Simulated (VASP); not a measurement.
# Mo (Im-3m) in VASP: further runs

One crystal, Mo, is run at these levels: LDA; tasks: relaxation of cell and atoms, electrostatic potential.

Everything below comes from runs of VASP 6.6.1. Logs are shortened: lines on timing, memory, paths and dates and some standing lists are left out, and cuts for length are marked.

**1. Starting point**

It takes space group Im-3m (No. 229, cubic). The conventional cell has a = 3.130 Å, b = 3.130 Å, c = 3.130 Å, α = 90.00°, β = 90.00°, γ = 90.00°. Mo (site symmetry m-3m) has 8 Mo at 2.71 Å as nearest neighbours.

The cell was built by a generator and needn't be a form met in nature.

**2. Relaxation of cell and atoms, LDA**

File INCAR:

```
SYSTEM = Mo
PREC = Accurate ; ENCUT = 600
EDIFF = 1E-6 ; ISMEAR = 1
SIGMA = 0.1 ; LREAL = .False.
LASPH = .True. ; NELM = 120
ALGO = Normal ; ISIF = 3
LWAVE = .False. ; LCHARG = .False.
GGA = CA ; IBRION = 2
NSW = 60 ; EDIFFG = -0.005
```

File KPOINTS:

```
regular mesh
0
Gamma
  18 18 18
  0 0 0
```

File POSCAR:

```
Mo
1.0
   -1.5650000000      1.5650000000      1.5650000000
    1.5650000000     -1.5650000000      1.5650000000
    1.5650000000      1.5650000000     -1.5650000000
Mo
1
Direct
    0.0000000000      0.0000000000      0.0000000000
```

Potentials or basis: VASP PAW LDA potentials, release 64 (Mo_sv).

Run with:

```sh
cat potpaw_LDA.64/Mo_sv/POTCAR > POTCAR
mpirun -np 1 vasp_std > vasp.out
```

OUTCAR:

```text
SYSTEM = Mo
   PREC = Accurate
   ENCUT = 600
   EDIFF = 1E-6
   ISMEAR = 1
   LREAL = .False.
   LASPH = .True.
   NELM = 120
   ISIF = 3
   GGA = CA
   IBRION = 2
   NSW = 60
   EDIFFG = -0.005

 ion  position               nearest neighbor table
   1  0.000  0.000  0.000-

  LATTYP: Found a body centered cubic cell.
 ALAT       =     3.1300000000

  Lattice vectors:

 A1 = (  -1.5650000000,   1.5650000000,   1.5650000000)
 A2 = (   1.5650000000,  -1.5650000000,   1.5650000000)
 A3 = (   1.5650000000,   1.5650000000,  -1.5650000000)

Analysis of symmetry for initial positions (statically):
=====================================================================
 Subroutine PRICEL returns:
 Original cell was already a primitive cell.

 Routine SETGRP: Setting up the symmetry group for a
 body centered cubic supercell.

 Subroutine GETGRP returns: Found 48 space group operations
 (whereof 48 operations were pure point group operations)
 out of a pool of 48 trial point group operations.

The static configuration has the point symmetry O_h .

Analysis of symmetry for dynamics (positions and initial velocities):
=====================================================================
 Subroutine PRICEL returns:
 Original cell was already a primitive cell.

 Routine SETGRP: Setting up the symmetry group for a
 body centered cubic supercell.

 Subroutine GETGRP returns: Found 48 space group operations
 (whereof 48 operations were pure point group operations)
 out of a pool of 48 trial point group operations.

The dynamic configuration has the point symmetry O_h .

 Subroutine INISYM returns: Found 48 space group operations
 (whereof 48 operations are pure point group operations),
 and found     1 'primitive' translations

----------------------------------------------------------------------------------------

                                     Primitive cell

  volume of cell :      15.3321

  direct lattice vectors                    reciprocal lattice vectors
    -1.565000000  1.565000000  1.565000000     0.000000000  0.319488818  0.319488818
     1.565000000 -1.565000000  1.565000000     0.319488818  0.000000000  0.319488818
     1.565000000  1.565000000 -1.565000000     0.319488818  0.319488818  0.000000000

  length of vectors
     2.710659514  2.710659514  2.710659514     0.451825419  0.451825419  0.451825419

  position of ions in fractional coordinates (direct lattice)
     0.000000000  0.000000000  0.000000000

  ion indices of the primitive-cell ions
   primitive index   ion index
                 1           1

----------------------------------------------------------------------------------------

 KPOINTS: regular mesh

Automatic generation of k-mesh.
 Grid dimensions read from file:
 generate k-points for:   18   18   18

 Generating k-lattice:

  Cartesian coordinates                     Fractional coordinates (reciprocal lattice)
     0.000000000  0.017749379  0.017749379     0.055555556  0.000000000  0.000000000
     0.017749379  0.000000000  0.017749379     0.000000000  0.055555556  0.000000000
     0.017749379  0.017749379  0.000000000     0.000000000  0.000000000  0.055555556

  Length of vectors
     0.025101412  0.025101412  0.025101412

  Shift w.r.t. Gamma in fractional coordinates (k-lattice)
     0.000000000  0.000000000  0.000000000

 Subroutine IBZKPT returns following result:
 ===========================================

 Found    195 irreducible k-points:

 Following reciprocal coordinates:
            Coordinates               Weight
  0.000000  0.000000  0.000000      1.000000
  0.055556  0.000000  0.000000     12.000000
  0.111111  0.000000  0.000000     12.000000
  0.166667  0.000000  0.000000     12.000000
  0.222222  0.000000  0.000000     12.000000
  0.277778  0.000000  0.000000     12.000000
[... 16 lines left out ...]
  0.333333  0.111111 -0.000000     48.000000
  0.388889  0.111111  0.000000     48.000000
 [... further k-points ...]
   k-points           NKPTS =    195   k-points in BZ     NKDIM =    195   number of bands    NBANDS=     11
   number of dos      NEDOS =    301   number of ions     NIONS =      1
   total plane-waves  NPLWV =  13824
   dimension x,y,z NGX =    24 NGY =   24 NGZ =   24
   dimension x,y,z NGXF=    48 NGYF=   48 NGZF=   48
   ions per type =               1
   NGX,Y,Z   is equivalent  to a cutoff of  14.72, 14.72, 14.72 a.u.
   NGXF,Y,Z  is equivalent  to a cutoff of  29.44, 29.44, 29.44 a.u.
 SYSTEM =  Mo
   PREC   = accura    normal or accurate (medium, high low for compatibility)
   ISTART =      0    job   : 0-new  1-cont  2-samecut
   ICHARG =      2    charge: 1-file 2-atom 10-const
   ISPIN  =      1    spin polarized calculation?
   LNONCOLLINEAR =      F non collinear calculations
   LSORBIT =      F    spin-orbit coupling
   LASPH  =      T    aspherical Exc in radial PAW
   ENCUT  =  600.0 eV  44.10 Ry    6.64 a.u.   5.41  5.41  5.41*2*pi/ulx,y,z
   NELM   =    120;   NELMIN=  2; NELMDL= -5     # of ELM steps
   EDIFF  = 0.1E-05   stopping-criterion for ELM
   LREAL  =      F    real-space projection
   EDIFFG = -.5E-02   stopping-criterion for IOM
   NSW    =     60    number of steps for IOM
   IBRION =      2    ionic relax: 0-MD 1-quasi-New 2-CG
   NFREE  =      1    steps in history (QN), initial steepest desc. (CG)
   ISIF   =      3    stress and relaxation
   ISYM   =      2    0-nonsym 1-usesym 2-fastsym
   POTIM  = 0.5000    time-step for ionic-motion
   TEBEG  =    0.0;   TEEND  =   0.0 temperature during run
   PSTRESS=    0.0 pullay stress
   NELECT =      14.0000    total number of electrons
   NUPDOWN=      -1.0000    fix difference up-down
   EMIN   =  10.00;   EMAX   =-10.00  energy-range for DOS
   EFERMI =   0.00;   METHOD = LEGACY
   ISMEAR =     1;   SIGMA  =   0.10  broadening in eV -4-tet -1-fermi 0-gaus
   EFERMI_NEDOS =   21; number of points for ismear=-14 and -15
   IALGO  =     38    algorithm
   IMIX   =      4    mixing-type and parameters
     AMIX     =   0.40;   BMIX     =  1.00
     AMIX_MAG =   1.60;   BMIX_MAG =  1.00
  volume/ion in A,a.u.               =      15.33       103.47
  Fermi-wavevector in a.u.,A,eV,Ry     =   1.588241  3.001341 34.320841  2.522511
  Thomas-Fermi vector in A             =   2.687275
   LORBIT       =      0    0 simple, 1 ext, 2 COOP (PROOUT), +10 PAW based schemes
   GGA     = CA    functional components
   LHFCALC =     F    Hartree Fock is set to
   AEXX    =    0.0000 exact exchange contribution
   IVDW    =     0    specifies the selected vdW correction
   LEPSILON=     F    determine dielectric tensor
   LRPA    =     F    only Hartree local field effects (RPA)
 conjugate gradient relaxation of ions
 non-spin polarized calculation
 Methfessel and Paxton  Order N= 1 SIGMA  =   0.10
  energy-cutoff  :      600.00
  volume of cell :       15.33
 maximum number of plane-waves:       531
 NGX is ok and might be reduce to    24
   NGX = 11   NGY = 11   NGZ = 11

--------------------------------------- Ionic step        1  -------------------------------------------

 number of electron      14.0000000 magnetization

 Free energy of the ion-electron system (eV)
  ---------------------------------------------------
  ext. energy  EPLUGINS =         0.00000000
  ---------------------------------------------------
  free energy    TOTEN  =       -12.12684819 eV

  energy without entropy =      -12.12743528  energy(sigma->0) =      -12.12704389

------------------------ aborting loop because EDIFF is reached ----------------------------------------

  FORCE on cell =-STRESS in cart. coord.  units (eV):
  Direction    XX          YY          ZZ          XY          YZ          ZX
  --------------------------------------------------------------------------------------
  -------------------------------------------------------------------------------------
  Total       -0.3840984     -0.3840984     -0.3840984      0.0000000      0.0000000     -0.0000000
  in kB      -40.1374770    -40.1374770    -40.1374770      0.0000000      0.0000000     -0.0000000
  external PRESSURE =     -40.1374770 kB  Pullay stress =       0.0000000 kB
[... 90 lines left out ...]
  energy  without entropy=      -12.1302219307  energy(sigma->0) =      -12.12977206

--------------------------------------- Ionic step        4  -------------------------------------------

 number of electron      13.9999999 magnetization

 Free energy of the ion-electron system (eV)
  ---------------------------------------------------
  ext. energy  EPLUGINS =         0.00000000
  ---------------------------------------------------
  free energy    TOTEN  =       -12.12954769 eV

  energy without entropy =      -12.13022416  energy(sigma->0) =      -12.12977318

 E-fermi :  13.0498     XC(G=0): -13.7912

 val. band max:       13.0335026888   @ k =  -0.3889   0.4444   0.2778
 cond. band min:      13.0929917822   @ k =  -0.3333   0.3889   0.2778
 fundamental gap:      0.0594890934
 Fermi energy:        13.0498322413

 k-point     1 :       0.0000    0.0000    0.0000
  band No.  band energies     occupation
      1     -47.9315      2.00000
      2     -21.2902      2.00000
      3     -21.2902      2.00000
      4     -21.2902      2.00000
      5       5.6813      2.00000
      6      11.5721      2.00000
      7      11.5721      2.00000
      8      11.5721      2.00000
      9      14.6997     -0.00000
     10      14.6997     -0.00000
     11      27.8867      0.00000
[... 309 lines left out ...]
 k-point    24 :       0.3889    0.1111    0.0000
  band No.  band energies     occupation
      1     -47.6211      2.00000
      2     -22.7711      2.00000
      3     -21.8355      2.00000
      4     -21.3735      2.00000
      5       7.9092      2.00000
      6       9.6087      2.00000
      7      13.0955      0.30934
      8      14.6262     -0.00000
      9      15.8354      0.00000
     10      18.6972      0.00000
     11      25.1568      0.00000

 [... further k-points ...]

------------------------ aborting loop because EDIFF is reached ----------------------------------------

  FORCE on cell =-STRESS in cart. coord.  units (eV):
  Direction    XX          YY          ZZ          XY          YZ          ZX
  --------------------------------------------------------------------------------------
  -------------------------------------------------------------------------------------
  Total       -0.0032958     -0.0032958     -0.0032958      0.0000000     -0.0000000     -0.0000000
  in kB       -0.3492819     -0.3492819     -0.3492819      0.0000000     -0.0000000     -0.0000000
  external PRESSURE =      -0.3492819 kB  Pullay stress =       0.0000000 kB
[... 16 lines left out ...]
  FREE ENERGIE OF THE ION-ELECTRON SYSTEM (eV)
  ---------------------------------------------------
  free  energy   TOTEN  =       -12.1295476910 eV

  energy  without entropy=      -12.1302241551  energy(sigma->0) =      -12.12977318

 reached required accuracy - stopping structural energy minimisation
```

It took 28 s on 1 thread of Intel Xeon 6975P-C (Granite Rapids), shared host; peak memory 0.16 GiB.

Results:

```yaml
Free_energy: -12.1295 eV
Relaxed_volume: 15.12 Å³/atom
Relaxed_cell: a = 2.698 Å, b = 2.698 Å, c = 2.698 Å, α = 109.47°, β = 109.47°, γ = 109.47°
Space_group_after_relaxing_to_0.05_Å: Im-3m (No. 229)
Energy_gained_by_relaxing: 2.7 meV/atom
Ionic_steps: 4
Pressure_after_relaxing: 0.0 GPa
Band_gap_on_the_k_mesh: none (metal or under the smearing width)
```

The path:
| step | energy change (eV) | largest force (eV/Å) | pressure (GPa) | volume (Å³) |
| --- | --- | --- | --- | --- |
| 1 | 0.0000 | 0.0000 | -4.01 | 15.33 |
| 2 | 0.0228 | 0.0000 | 13.62 | 14.50 |
| 3 | -0.0027 | 0.0000 | -0.07 | 15.12 |
| 4 | -0.0027 | 0.0000 | -0.03 | 15.12 |

Final structure:
```
CELL_PARAMETERS angstrom
-1.55769 1.55769 1.55769
1.55769 -1.55769 1.55769
1.55769 1.55769 -1.55769
ATOMIC_POSITIONS crystal
Mo 0.00000 0.00000 0.00000
```

Levels at points of the mesh, in eV from the Fermi level:
```tsv
k point	band 5	band 6	band 7	band 8	band 9	band 10
(0.00, 0.00, 0.00)	-7.37	-1.48	-1.48	-1.48	1.65	1.65
(0.50, 0.00, 0.00)	-5.58	-3.61	1.71	1.78	2.36	4.98
(0.50, 0.50, 0.50)	-5.76	-5.76	4.17	4.17	4.17	9.28
```

**3. Electrostatic potential, LDA**

This run uses another cell than the first one, of 15.12 Å³/atom, 0.986 times its volume.

File INCAR:

```
SYSTEM = Mo
PREC = Accurate ; ENCUT = 520
EDIFF = 1E-6 ; ISMEAR = 1
SIGMA = 0.1 ; LREAL = .FALSE.
LASPH = .TRUE. ; NELM = 80
ALGO = Normal ; ISIF = 2
LWAVE = .FALSE. ; LCHARG = .TRUE.
GGA = CA ; LVHAR = .TRUE.
```

File KPOINTS:

```
regular mesh
0
G
  18 18 18
  0 0 0
```

File POSCAR:

```
Mo                                      
1.0
   -1.5576859207      1.5576859207      1.5576859207
    1.5576859207     -1.5576859207      1.5576859207
    1.5576859207      1.5576859207     -1.5576859207
  Mo            
     1
Direct
     0.0000000000000000    0.0000000000000000    0.0000000000000000
```

Potentials or basis: VASP PAW LDA potentials, release 64 (Mo_sv).

Run with:

```sh
cat potpaw_LDA.64/Mo_sv/POTCAR > POTCAR
mpirun -np 1 vasp_std > vasp.out
```

OUTCAR:

```text
SYSTEM = Mo
   PREC = Accurate
   ENCUT = 520
   EDIFF = 1E-6
   ISMEAR = 1
   LREAL = .FALSE.
   LASPH = .TRUE.
   NELM = 80
   ISIF = 2
   GGA = CA

 ion  position               nearest neighbor table
   1  0.000  0.000  0.000-

  LATTYP: Found a body centered cubic cell.
 ALAT       =     3.1153718414

  Lattice vectors:

 A1 = (  -1.5576859207,   1.5576859207,   1.5576859207)
 A2 = (   1.5576859207,  -1.5576859207,   1.5576859207)
 A3 = (   1.5576859207,   1.5576859207,  -1.5576859207)

Analysis of symmetry for initial positions (statically):
=====================================================================
 Subroutine PRICEL returns:
 Original cell was already a primitive cell.

 Routine SETGRP: Setting up the symmetry group for a
 body centered cubic supercell.

 Subroutine GETGRP returns: Found 48 space group operations
 (whereof 48 operations were pure point group operations)
 out of a pool of 48 trial point group operations.

The static configuration has the point symmetry O_h .

Analysis of symmetry for dynamics (positions and initial velocities):
[... 165 lines left out ...]
 k-point     1 :       0.0000    0.0000    0.0000
  band No.  band energies     occupation
      1     -47.9315      2.00000
      2     -21.2893      2.00000
      3     -21.2893      2.00000
      4     -21.2893      2.00000
      5       5.6813      2.00000
      6      11.5725      2.00000
      7      11.5725      2.00000
      8      11.5725      2.00000
      9      14.6998     -0.00000
     10      14.6998     -0.00000
     11      27.8866      0.00000
[... 309 lines left out ...]
 k-point    24 :       0.3889    0.1111    0.0000
  band No.  band energies     occupation
      1     -47.6211      2.00000
      2     -22.7704      2.00000
      3     -21.8347      2.00000
      4     -21.3727      2.00000
      5       7.9093      2.00000
      6       9.6089      2.00000
      7      13.0957      0.30922
      8      14.6264     -0.00000
      9      15.8357      0.00000
     10      18.6974      0.00000
     11      25.1570      0.00000

 [... further k-points ...]

------------------------ aborting loop because EDIFF is reached ----------------------------------------

  FORCE on cell =-STRESS in cart. coord.  units (eV):
  Direction    XX          YY          ZZ          XY          YZ          ZX
  --------------------------------------------------------------------------------------
  -------------------------------------------------------------------------------------
  Total        0.0032580      0.0032580      0.0032580      0.0000000      0.0000000      0.0000000
  in kB        0.3452724      0.3452724      0.3452724      0.0000000      0.0000000      0.0000000
  external PRESSURE =       0.3452724 kB  Pullay stress =       0.0000000 kB

 VOLUME and BASIS-vectors are now :
 -----------------------------------------------------------------------------
  energy-cutoff  :      520.00
  volume of cell :       15.12
      direct lattice vectors                 reciprocal lattice vectors
    -1.557685921  1.557685921  1.557685921     0.000000000  0.320988970  0.320988970
     1.557685921 -1.557685921  1.557685921     0.320988970  0.000000000  0.320988970
     1.557685921  1.557685921 -1.557685921     0.320988970  0.320988970  0.000000000

 POSITION                                       TOTAL-FORCE (eV/Angst)
 -----------------------------------------------------------------------------------
      0.00000      0.00000      0.00000        -0.000000     -0.000000      0.000000
 -----------------------------------------------------------------------------------
    total drift:                                0.000000     -0.000000     -0.000000

  FREE ENERGIE OF THE ION-ELECTRON SYSTEM (eV)
  ---------------------------------------------------
  free  energy   TOTEN  =       -12.1294278998 eV

  energy  without entropy=      -12.1301042217  energy(sigma->0) =      -12.12965334
```

OSZICAR:

```text
N       E                     dE             d eps       ncg     rms          rms(c)
DAV:   1     0.960262408597E+02    0.96026E+02   -0.82048E+03  4290   0.132E+03
DAV:   2    -0.113884820563E+02   -0.10741E+03   -0.10392E+03  4572   0.356E+02
DAV:   3    -0.128386930798E+02   -0.14502E+01   -0.14349E+01  4869   0.423E+01
DAV:   4    -0.128429277177E+02   -0.42346E-02   -0.42342E-02  4766   0.258E+00
DAV:   5    -0.128429504693E+02   -0.22752E-04   -0.22754E-04  4949   0.190E-01    0.168E+01
DAV:   6    -0.122289394360E+02    0.61401E+00   -0.10396E+00  4632   0.128E+01    0.445E+00
DAV:   7    -0.121363484202E+02    0.92591E-01   -0.20565E-01  4957   0.518E+00    0.929E-01
DAV:   8    -0.121294288148E+02    0.69196E-02   -0.52603E-03  4538   0.101E+00    0.224E-01
DAV:   9    -0.121294170832E+02    0.11732E-04   -0.12651E-04  5221   0.153E-01    0.894E-02
DAV:  10    -0.121294278902E+02   -0.10807E-04   -0.10151E-05  4757   0.423E-02    0.106E-03
DAV:  11    -0.121294278998E+02   -0.96861E-08   -0.67329E-08  2712   0.383E-03
   1 F= -.12129428E+02 E0= -.12129653E+02  d E =0.676322E-03
```

stdout:

```text
POSCAR found type information on POSCAR Mo
 POSCAR found :  1 types and       1 ions
 scaLAPACK will be used
 LDA part: xc-table for (Slater(with rela. corr.)+CA(PZ))
 , standard interpolation
 POSCAR, INCAR and KPOINTS ok, starting setup
 FFT: planning ... GRIDC
 FFT: planning ... GRID_SOFT
 FFT: planning ... GRID
 WAVECAR not read
 entering main loop
```

Wall time 11 s (1 thread of Intel Xeon 6975P-C (Granite Rapids), shared host); peak memory 0.14 GiB.

What came out:

```
Free energy            : -12.1294 eV
Pressure               : 0.0 GPa
Band gap on the k mesh : none (metal or under the smearing width)
```

Levels at points of the mesh, in eV from the Fermi level:
| k point | band 4 | band 5 | band 6 | band 7 | band 8 | band 9 | band 10 | band 11 |
| --- | --- | --- | --- | --- | --- | --- | --- | --- |
| (0.00, 0.00, 0.00) | -34.34 | -7.37 | -1.48 | -1.48 | -1.48 | 1.65 | 1.65 | 14.84 |
| (0.50, 0.00, 0.00) | -34.35 | -5.58 | -3.61 | 1.71 | 1.78 | 2.36 | 4.98 | 11.99 |
| (0.50, 0.50, 0.50) | -35.42 | -5.76 | -5.76 | 4.17 | 4.17 | 4.17 | 9.28 | 9.28 |
